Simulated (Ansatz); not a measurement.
In SrO (rock salt type) the Sr atom of the primitive cell, with all its periodic images, is moved by 0.06 Å along [111].

```
Sr O
1.0
     0.00000    2.60000    2.60000
     2.60000    0.00000    2.60000
     2.60000    2.60000    0.00000
Sr O
1 1
Direct
  0.00666 0.00666 0.00666
  0.50000 0.50000 0.50000
```

All numbers below come from Ansatz 0.2.0 development build, PBE0, plane waves, all-electron PAW datasets generated for the crystal, point nucleus.

Cutoff 340 eV; exchange singularity: Wigner-Seitz; k-mesh 4×4×4 Γ-centred; Fermi–Dirac smearing of 0.05 eV; no spin polarisation.

Task: What force results?

Result: The force on it along the displacement is -0.1088 eV/Å, a force constant of 1.81 eV/Å². The cell stands under a pressure of -2.3 GPa, which shifts the constant from its value at the relaxed volume.

```
atom  Fx (eV/Å)  Fy (eV/Å)  Fz (eV/Å)
 Sr1    -0.0628    -0.0628    -0.0628
  O2     0.0628     0.0628     0.0628
```
